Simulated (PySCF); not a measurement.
# Pb (Im-3m) in PySCF: convergence with k mesh

Aim: find how far k mesh must go before the results for Pb settle, at BLYP. This setting moves, with any that are tied to it; all else stays.

Everything below comes from runs of PySCF 2.14.0. Logs are shortened: lines on timing, memory, paths and dates and some standing lists are left out, and cuts for length are marked.

**1. The crystal as given**

The structure is cubic, space group Im-3m (No. 229). The conventional cell has a = 3.959 Å, b = 3.959 Å, c = 3.959 Å, α = 90.00°, β = 90.00°, γ = 90.00°. Pb (site symmetry m-3m) has 8 Pb at 3.43 Å as nearest neighbours.

This isn't the form of Pb at room conditions, which is fcc.

**2. With k mesh 3 × 3 × 3**

File run.py:

```python
import json
import numpy as np
from pyscf.pbc import gto, scf, dft, df

cell = gto.Cell()
cell.basis = 'DZVP-MOLOPT-SR-GTH-q4'
cell.pseudo = 'GTH-PBE-q4'
cell.fromfile('Pb.xyz')
cell.ke_cutoff = 58  # hartree
cell.exp_to_discard = 0.02
cell.precision = 1e-08
cell.space_group_symmetry = True
cell.symmorphic = False
cell.max_memory = 2940  # MB
cell.verbose = 4
cell.build()

res = {}
kpts = cell.make_kpts([3, 3, 3], space_group_symmetry=True, time_reversal_symmetry=True)
cell.space_group_symmetry = False  # the mesh holds the operations; no search on the supercells of the integral code
mf = dft.KRKS(cell, kpts, xc='blyp')
mf = mf.multigrid_numint()
mf = mf.smearing(sigma=0.00183747, method='fermi')  # hartree
mf.conv_tol = 1e-07
mf.max_cycle = 60

mf.kernel()
res.update(converged=bool(mf.converged), e_tot=mf.e_tot, nelec=cell.nelectron, nao=cell.nao, mesh=list(map(int, cell.mesh)), a=cell.lattice_vectors().tolist(), coords=cell.atom_coords().tolist(),
           mo_energy=[np.real(x).tolist() for x in mf.mo_energy], mo_occ=[np.real(x).tolist() for x in mf.mo_occ])
res.update(e_free=mf.e_free, e_zero=mf.e_zero)
res.update(kpts=kpts.kpts_scaled_ibz.tolist(), weights=kpts.weights_ibz.tolist())
res['parts'] = {k: float(np.real(v)) for k, v in mf.scf_summary.items() if np.isscalar(v)}
json.dump(res, open('results.json', 'w'))
if not mf.converged:
    raise SystemExit('SCF not converged')

print('levels (eV)')
for i, kp in enumerate(res['kpts'][:40]):
    print('k %7.4f %7.4f %7.4f  ' % tuple(kp), ' '.join('%.3f' % (x * 27.211386) for x in res['mo_energy'][i][:7]))

mf = mf.to_khf()  # unfold to the whole mesh
kpts = mf.kpts
# Mulliken populations
dm, s = np.asarray(mf.make_rdm1()), np.asarray(mf.get_ovlp())
sites = cell.aoslice_by_atom()[:, 2:]
tot = np.einsum('kij,kji->i', dm, s).real / len(kpts)
res['mulliken'] = [cell.atom_charge(i) - tot[a0:a1].sum() for i, (a0, a1) in enumerate(sites)]
print('Mulliken charges', np.round(res['mulliken'], 5))
res['meta_lowdin'] = mf.mulliken_meta()[1].tolist()
res['done'] = True
json.dump(res, open('results.json', 'w'))
```

File Pb.xyz:

```xyz
1
Lattice="-1.9796595667 1.9796595667 1.9796595667 1.9796595667 -1.9796595667 1.9796595667 1.9796595667 1.9796595667 -1.9796595667" Properties=species:S:1:pos:R:3 pbc="T T T"
Pb     0.0000000000      0.0000000000      0.0000000000
```

Potentials or basis: DZVP-MOLOPT-SR/GTH-PBE (potentials made for PBE).

Command:

```console
$ OMP_NUM_THREADS=2 python -u run.py > log
```

Run time: 6.4 s. Hardware: 2 threads of Arm Neoverse V1, shared host; peak memory 0.2 GiB.

It converged, with:

* Free energy: -95.9085 eV
* Band gap on the k mesh: none (metal or under the smearing width)

**3. With k mesh 4 × 4 × 4**

Changes to run.py since step 2:

```diff
@@ -18,3 +18,3 @@
 res = {}
-kpts = cell.make_kpts([3, 3, 3], space_group_symmetry=True, time_reversal_symmetry=True)
+kpts = cell.make_kpts([4, 4, 4], space_group_symmetry=True, time_reversal_symmetry=True)
 cell.space_group_symmetry = False  # the mesh holds the operations; no search on the supercells of the integral code
```

Pb.xyz is that of step 2.

Potentials or basis: DZVP-MOLOPT-SR/GTH-PBE (potentials made for PBE).

Command:

```console
$ OMP_NUM_THREADS=2 python -u run.py > log
```

Run time: 11 s. Hardware: 2 threads of Arm Neoverse V1, shared host; peak memory 0.34 GiB.

Results (log left out):

* Free energy: -95.8070 eV
* Band gap on the k mesh: none (metal or under the smearing width)

**4. With k mesh 5 × 5 × 5**

Changes to run.py since step 3:

```diff
@@ -18,3 +18,3 @@
 res = {}
-kpts = cell.make_kpts([4, 4, 4], space_group_symmetry=True, time_reversal_symmetry=True)
+kpts = cell.make_kpts([5, 5, 5], space_group_symmetry=True, time_reversal_symmetry=True)
 cell.space_group_symmetry = False  # the mesh holds the operations; no search on the supercells of the integral code
```

Pb.xyz is that of step 3.

Command:

```console
$ OMP_NUM_THREADS=2 python -u run.py > log
```

It took 30 s on 2 threads of Arm Neoverse V1, shared host; peak memory 0.53 GiB.

It converged, with:

* Free energy: -95.9597 eV
* Band gap on the k mesh: none (metal or under the smearing width)

**5. With k mesh 7 × 7 × 7**

Changes to run.py since step 4:

```diff
@@ -18,3 +18,3 @@
 res = {}
-kpts = cell.make_kpts([5, 5, 5], space_group_symmetry=True, time_reversal_symmetry=True)
+kpts = cell.make_kpts([7, 7, 7], space_group_symmetry=True, time_reversal_symmetry=True)
 cell.space_group_symmetry = False  # the mesh holds the operations; no search on the supercells of the integral code
```

Pb.xyz is that of step 4.

Potentials or basis: DZVP-MOLOPT-SR/GTH-PBE (potentials made for PBE).

Command:

```console
$ OMP_NUM_THREADS=2 python -u run.py > log
```

Output:

```text
Discarded 0 diffused primitive functions, 0 contracted functions
time reversal: False
k-points in IBZ                         weights
  0:  0.000000,  0.000000,  0.000000    1/343
  1:  0.571429,  0.428571,  0.000000    12/343
  2:  0.571429,  0.571429,  0.428571    6/343
  3:  0.714286,  0.285714,  0.000000    12/343
  4:  0.714286,  0.428571,  0.428571    8/343
  5:  0.714286,  0.571429,  0.428571    24/343
[... 12 lines left out ...]
 18:  0.857143,  0.857143,  0.714286    24/343
 19:  0.857143,  0.857143,  0.857143    8/343

******** <class 'pyscf.pbc.scf.smearing.SmearingKsymAdaptedKRKS'> ********
method = SmearingKsymAdaptedKRKS
initial guess = minao
damping factor = 0
level_shift factor = 0
DIIS = <class 'pyscf.scf.diis.CDIIS'>
diis_start_cycle = 1
diis_space = 8
diis_damp = 0
SCF conv_tol = 1e-07
SCF conv_tol_grad = None
SCF max_cycles = 60
direct_scf = True
direct_scf_tol = 1e-13

******** PBC SCF flags ********
N kpts (BZ) = 343
N kpts (IBZ) = 20
Exchange divergence treatment (exxdiv) = ewald
    madelung (= occupied orbital energy shift) = 0.06948523008312957
    Total energy shift due to Ewald probe charge = -1/2 * Nelec*madelung = -0.138970460166
DF object = <pyscf.pbc.df.fft.FFTDF object>
XC functionals = blyp
small_rho_cutoff = 0
Uniform grid, mesh = [25 25 25]
Set gradient conv threshold to 0.000316228
nelec by numeric integration = 3.999999999999999
init E= -3.47458214448108
    sigma = 0.00183747  Optimized mu = 0.228439857238  entropy = 0.064308836996
nelec by numeric integration = 3.999999999999998
    Total E(T) = -3.52917342480163  Free energy = -3.52929159036034  E0 = -3.52923250758098
cycle= 1 E= -3.52917342480163  delta_E= -0.0546  |g|= 0.0269  |ddm|= 6.93
    sigma = 0.00183747  Optimized mu = 0.223027794509  entropy = 0.0668169832231
nelec by numeric integration = 3.999999999999999
    Total E(T) = -3.52918595069446  Free energy = -3.52930872489663  E0 = -3.52924733779554
cycle= 2 E= -3.52918595069446  delta_E= -1.25e-05  |g|= 0.000629  |ddm|= 0.174
    sigma = 0.00183747  Optimized mu = 0.223125572331  entropy = 0.0667746754803
nelec by numeric integration = 3.999999999999999
    Total E(T) = -3.52918604781496  Free energy = -3.52930874427791  E0 = -3.52924739604644
cycle= 3 E= -3.52918604781496  delta_E= -9.71e-08  |g|= 1.63e-05  |ddm|= 0.00426
    sigma = 0.00183747  Optimized mu = 0.223123562366  entropy = 0.0667782873261
nelec by numeric integration = 3.9999999999999982
    Total E(T) = -3.52918604118433  Free energy = -3.52930874428394  E0 = -3.52924739273414
Extra cycle  E= -3.52918604118433  delta_E= 6.63e-09  |g|= 4.45e-07  |ddm|= 0.000127
converged SCF energy = -3.52918604118433
levels (eV)
k  0.0000  0.0000  0.0000   -5.603 13.359 13.359 13.359 19.461 19.461 19.461
k  0.5714  0.4286  0.0000   -2.494 2.754 9.517 11.510 14.074 15.279 24.824
k  0.5714  0.5714  0.4286   0.032 5.491 5.926 5.926 11.071 12.205 28.766
k  0.7143  0.2857  0.0000   -4.084 6.013 10.494 12.120 15.136 16.156 22.488
k  0.7143  0.4286  0.4286   -0.432 4.850 4.850 8.024 12.992 12.992 22.399
k  0.7143  0.5714  0.4286   -1.164 4.296 6.847 7.624 12.734 15.731 22.202
[... 12 lines left out ...]
k  0.8571  0.8571  0.7143   -1.988 3.483 6.545 7.897 20.148 20.480 26.334
k  0.8571  0.8571  0.8571   -3.369 5.324 8.649 8.649 19.624 19.624 23.815
Mulliken charges [0.]
 ** Mulliken pop on meta-lowdin orthogonal AOs **
 ** Mulliken pop  **
pop of  0 Pb 6s           1.86078
pop of  0 Pb 7s           0.00200
pop of  0 Pb 6px          0.70661
pop of  0 Pb 6py          0.70661
pop of  0 Pb 6pz          0.70661
pop of  0 Pb 7px          0.00166
pop of  0 Pb 7py          0.00166
pop of  0 Pb 7pz          0.00166
pop of  0 Pb 6dxy         0.00238
pop of  0 Pb 6dyz         0.00238
pop of  0 Pb 6dz^2        0.00264
pop of  0 Pb 6dxz         0.00238
pop of  0 Pb 6dx2-y2      0.00264
 ** Mulliken atomic charges  **
charge of    0Pb =     -0.00000
```

It took 5.2 min on 2 threads of Arm Neoverse V1, shared host; peak memory 2.5 GiB.

Results:

```
Free energy            : -96.0374 eV
Band gap on the k mesh : none (metal or under the smearing width)
```

**6. With k mesh 8 × 8 × 8**

Changes to run.py since step 5:

```diff
@@ -18,3 +18,3 @@
 res = {}
-kpts = cell.make_kpts([7, 7, 7], space_group_symmetry=True, time_reversal_symmetry=True)
+kpts = cell.make_kpts([8, 8, 8], space_group_symmetry=True, time_reversal_symmetry=True)
 cell.space_group_symmetry = False  # the mesh holds the operations; no search on the supercells of the integral code
```

Pb.xyz is that of step 5.

Potentials or basis: DZVP-MOLOPT-SR/GTH-PBE (potentials made for PBE).

Command:

```console
$ OMP_NUM_THREADS=2 python -u run.py > log
```

It took 13 min on 2 threads of Arm Neoverse V1, shared host.

The calculation hadn't finished when its time ran out.

**7. With k mesh 9 × 9 × 9**

Changes to run.py since step 6:

```diff
@@ -18,3 +18,3 @@
 res = {}
-kpts = cell.make_kpts([8, 8, 8], space_group_symmetry=True, time_reversal_symmetry=True)
+kpts = cell.make_kpts([9, 9, 9], space_group_symmetry=True, time_reversal_symmetry=True)
 cell.space_group_symmetry = False  # the mesh holds the operations; no search on the supercells of the integral code
```

Pb.xyz is that of step 6.

Command:

```console
$ OMP_NUM_THREADS=2 python -u run.py > log
```

Wall time 13 min (2 threads of Arm Neoverse V1, shared host).

The calculation hadn't finished when its time ran out.

**8. Summary**

```tsv
k mesh	energy less the tightest run, at zero smearing (meV/atom)	SCF cycles	CPU time (s)	peak memory (GiB)
3 × 3 × 3	133.54	3	11	0.2
4 × 4 × 4	241.70	3	19	0.34
5 × 5 × 5	83.28	4	53	0.53
7 × 7 × 7	0.00	3	540	2.5
8 × 8 × 8	timed out after 750 s	-	-	-
9 × 9 × 9	timed out after 750 s	-	-	-
```

Not settled before the last step: the energy (to 1 meV/atom). Meshes of other sizes hit other points, so gaps and Fermi surfaces needn't settle smoothly. The tightest run that finished is the yardstick and may itself not be fully converged.

Caveats: the basis of atomic orbitals isn't converged, which shifts pressures, moduli and gaps.
